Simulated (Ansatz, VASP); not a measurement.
## One calculation of HfN, two programs

```xyz
4
Lattice="3.1339 0.0000 0.0000 -1.5670 2.7140 0.0000 0.0000 0.0000 5.4168" Properties=species:S:1:pos:R:3 pbc="T T T"
Hf    0.0000    1.8094    1.3542
Hf    1.5670    0.9047    4.0626
N     0.0000    0.0000    2.7084
N     0.0000    0.0000    0.0000
```

The cell comes from a database or a generator and needn't be the stable form of this composition.

Alike in both runs: task single point; functional PBE; k mesh 10 × 10 × 5; occupations fermi-dirac, width 0.05 eV; no spin polarisation.

|  | VASP | Ansatz |
| --- | --- | --- |
| version | VASP 6.6.1 | Ansatz 0.2.0 |
| potentials or method | VASP PAW PBE potentials, release 64 (Hf_pv, N) | Ansatz PAW |
| plane-wave cutoff (eV) | 520 | 420 |
| valence electrons in the cell | 30 | 62 |

VASP gave:

| Quantity | Value |
| --- | --- |
| gap on the k mesh at the Fermi level (eV) | none |
| pressure (GPa) | 3.8 |
| largest component of the traceless stress (GPa) | 0.19 |

Question: What did Ansatz give for the same quantities?

Answer: gap on the k mesh at the Fermi level (eV): none; pressure (GPa): 6.0; largest component of the traceless stress (GPa): 0.26.

A gap of «none» marks a metal or a gap that the smearing closes. The two sets of potentials don't hold the same shells in valence.

Caveats: the pressure holds a Pulay correction of +0.5 GPa for the finite cutoff (Ansatz). The runs have no spin-orbit coupling, so splittings on Hf are missing.
